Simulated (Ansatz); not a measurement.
Calculated with Ansatz (gas phase, PBE0-D4/def2-TZVP geometries, no zero-point term in ΔE). CCSD(T)/CBS is the MP2 limit (def2-TZVPP, def2-QZVPP) plus CCSD(T) − MP2 in def2-TZVPP, frozen cores. Functionals use def2-TZVPP. B3LYP here is the variant with VWN-RPA as its local correlation; programs differ in this. For Se outer-core shells are correlated without core-valence functions, which leaves a few kJ/mol of doubt a bond. Scalar relativity is left out up to krypton. Each species was taken in one conformer, which may not be the lowest.

Consider the ligand exchange at the Al–Se bond: `[AlH2][Se][SiH3]` + `N=C(N)O` → `N/C(O)=[N]\[AlH2]` + `[SiH3][SeH]`.

```tsv
level	ΔE (kcal/mol)	difference from CCSD(T)/CBS
PBE-D4	5.4	-0.7
PBE0-D4	6.1	0.0
B3LYP-D4	3.2	-2.9
ωB97X-V	4.6	-1.5
ωB97M-V	4.7	-1.4
B2PLYP	3.5	-2.6
PBE	5.0	-1.1
HF/def2-TZVPP	4.4	-1.7
MP2/def2-TZVPP	5.3	-0.8
SCS-MP2/def2-TZVPP	4.7	-1.4
CCSD/def2-TZVPP	5.1	-1.0
CCSD(T)/def2-TZVPP	5.3	-0.8
SCS-MP2/def2-QZVPP	5.0	-1.1
HF/CBS(def2)	4.1	-2.0
MP2/CBS(def2)	6.1	0.0
CCSD/CBS(def2)	5.9	-0.2
CCSD(T)/CBS	6.1	0
```

Largest T1 diagnostic among the species: 0.014.

From PBE to PBE0 (25 % exact exchange), in def2-TZVPP and without D4, ΔE moves by +0.8 kcal/mol. In def2-TZVPP, CCSD(T) changes the Hartree–Fock value by +0.9 kcal/mol (the triples alone add +0.2 kcal/mol) and MP2 by +0.9 kcal/mol.

CCSD(T)/CBS has its own doubt, a few kJ/mol and more with outer-core shells, so smaller differences from it don't rank the levels.
